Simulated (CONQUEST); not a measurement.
**ZrO2 under changes of volume**

One of the cells (10.990 Å³/atom); the others are scaled copies at fixed shape and fractional positions:

```
CELL_PARAMETERS angstrom
3.59928 0.00000 0.00000
0.00000 3.59928 0.00000
0.00000 0.00000 5.09015
ATOMIC_POSITIONS crystal
Zr 0.00000 0.00000 0.00000
Zr 0.50000 0.50000 0.50000
O 0.00000 0.50000 0.25000
O 0.50000 0.00000 0.75000
O 0.00000 0.50000 0.75000
O 0.50000 0.00000 0.25000
```

Measurements of this composition are mostly on another form, of space group No. 14.

```yaml
Program: CONQUEST 1.3
Functional: PBE
Potentials_or_basis: PseudoDojo NC PBE, SZP, grid of 40 × 40 × 60 points
k_mesh: 7 × 7 × 5
Occupations: fermi-dirac, width 0.05 eV
Spin: no spin polarisation
```

```tsv
volume (Å³/atom)	energy over the lowest point (meV/atom)	pressure (GPa)	gap on the mesh (eV)
10.331	117.60	32.8	2.66
10.551	?	?	?
10.770	47.36	19.4	2.59
10.990	25.18	13.4	2.55
11.210	10.04	8.6	2.51
11.430	1.71	3.8	2.48
11.650	0.00	-1.0	2.44
```

**Question.** What does the run at 10.551 Å³/atom give?

**Answer.** Energy over the lowest point 77.87 meV/atom; pressure 25.3 GPa; gap on the mesh 2.62 eV.

Worked out: A Birch-Murnaghan fit of order 3 (a polynomial in V^(-2/3)) to the other rows has its minimum at 11.61 Å³/atom with B0 = V·E''(V) = 223 GPa and B' = 3.7. It gives 77.99 meV/atom at 10.551 Å³/atom, against the run's 77.87, and -dE/dV = 25.5 GPa, against 25.3. A straight line through the other rows of the gap, of slope -1.83 eV per unit of ln V, gives 2.62 eV, against the run's 2.62.

Energies are extrapolated to zero smearing.

Caveats: the atomic basis is small; an odd mesh through Γ misses points on the zone boundary, where band edges often lie; the basis of atomic orbitals isn't converged, which shifts pressures, moduli and gaps; the real-space grid breaks the cell's symmetry a little (some runs). Spin-orbit coupling on Zr is left out.
